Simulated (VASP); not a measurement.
Write the native input for VASP 6.6.1 that does the following.

* Task: single point
* Functional: PBE
* Potentials or basis: VASP PAW PBE potentials, release 64 (Sn_d)
* Cutoff: 520 eV
* k mesh: 4 × 4 × 4
* Occupations: gaussian, width 0.02 eV
* Spin: no spin polarisation
* Further INCAR settings: ALGO = Normal; EDIFF = 1e-07

The structure of Sn lies in POSCAR:

```
Sn
1.0
    0.0000000000      3.2333428000      3.2333428000
    3.2333428000      0.0000000000      3.2333428000
    3.2333428000      3.2333428000      0.0000000000
Sn
2
Direct
    0.0000000000      0.0000000000      0.0000000000
    0.2500000000      0.2500000000      0.2500000000
```

This isn't the form of Sn at room conditions, which is tetragonal (white tin).

One way to write it, as run:

INCAR

```
SYSTEM = Sn
PREC = Accurate
ENCUT = 520
EDIFF = 1E-7
ISMEAR = 0
SIGMA = 0.02
LREAL = .False.
LASPH = .True.
NELM = 80
ALGO = Normal
ISIF = 2
LWAVE = .False.
LCHARG = .False.
GGA = PE
```

KPOINTS

```
regular mesh
0
Gamma
  4 4 4
  0 0 0
```

Potentials or basis: VASP PAW PBE potentials, release 64 (Sn_d).

Run with:

```console
$ cat potpaw_PBE.64/Sn_d/POTCAR > POTCAR
$ mpirun -np 1 vasp_std > vasp.out
```

Results of the run:

* Pressure: 4.5 GPa
* Band gap on the k mesh: none (metal or under the smearing width)

Caveat: the k mesh is coarse (spacing up to 0.42 Å⁻¹), so the values aren't converged.

Run time: 13 s on 1 thread of Intel(R) Xeon(R) Platinum 8488C (Sapphire Rapids) (shared host), peak memory 0.19 GiB.
